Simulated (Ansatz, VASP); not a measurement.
**Two plane-wave programs on MnO**

INCAR

```
PREC = Accurate
ENCUT = 520
EDIFF = 1E-7
ISMEAR = -1
SIGMA = 0.05
LREAL = False
LASPH = True
NELM = 120
ALGO = Normal
ISIF = 2
LWAVE = False
LCHARG = False
ISPIN = 2
MAGMOM = 4 0
LORBIT = 11
LMAXMIX = 4
GGA = PS
NBANDS = 20
```

KPOINTS

```
Automatic mesh
0
Gamma
  10 10 10
```

File POSCAR:

```
MnO
1.0
    0.0000000000      2.1785090927      2.1785090927
    2.1785090927      0.0000000000      2.1785090927
    2.1785090927      2.1785090927      0.0000000000
Mn O
1 1
Direct
    0.0000000000      0.0000000000      0.0000000000
    0.5000000000      0.5000000000      0.5000000000
```

input.yaml

```yaml
crystal:
  lattice:
    - [0.0, 2.1785090927, 2.1785090927]
    - [2.1785090927, 0.0, 2.1785090927]
    - [2.1785090927, 2.1785090927, 0.0]
  atoms:
    - { symbol: Mn, position: [0.0, 0.0, 0.0], spin: 4.0 }
    - { symbol: O, position: [0.5, 0.5, 0.5] }
hamiltonian:
  xc: pbesol
  pseudopotentials: { kind: paw }
magnetization:
  spin_polarized: true
kpoints:
  mp_grid: { grid: [10, 10, 10] }
scf:
  occupations: { method: fermi_dirac, width: 0.05 }
output:
  forces: true
  stress: true
  eigenvalues: true
  write_density: true
  write_potential: true
  elf: true
  volumetric_format: npy
```

Change from the starting cell: volume scaled by 0.94.

Alike in both runs: task single point; functional PBEsol; k mesh 10 × 10 × 10; occupations fermi-dirac, width 0.05 eV; collinear spin, ferromagnetic start.

|  | VASP | Ansatz |
| --- | --- | --- |
| version | VASP 6.6.1 | Ansatz 0.2.0 |
| potentials or method | VASP PAW PBE potentials, release 64 (Mn_pv, O) | Ansatz PAW |
| plane-wave cutoff (eV) | 520 | 420 |
| valence electrons in the cell | 19 | 21 |

|  | VASP | Ansatz | Ansatz less VASP |
| --- | --- | --- | --- |
| gap on the k mesh at the Fermi level (eV) | none | none | - |
| pressure (GPa) | -1.7 | -2.1 | -0.43 |
| net moment per atom (μB) | 2.27 | 2.26 | -0.001 |
| size of the moment on the site where the two differ most (μB) | 4.14 | 3.83 | -0.305 |

Site moments also hang on the region over which each program counts them. A gap of «none» marks a metal or a gap that the smearing closes. The two sets of potentials don't hold the same shells in valence.

Caveats: a cell with one magnetic atom can't hold antiferromagnetic order, which such compounds often take; semilocal functionals often make such compounds metallic where correlation or magnetic order opens a gap, which also shifts bond lengths; the PAW data sets were made with another functional, which shifts forces and pressure a little (VASP); the pressure holds a Pulay correction of +0.7 GPa for the finite cutoff (Ansatz); the PAW data sets come from PBE, with cores solved anew for the run's functional, which leaves a small shift of forces and pressure (Ansatz).
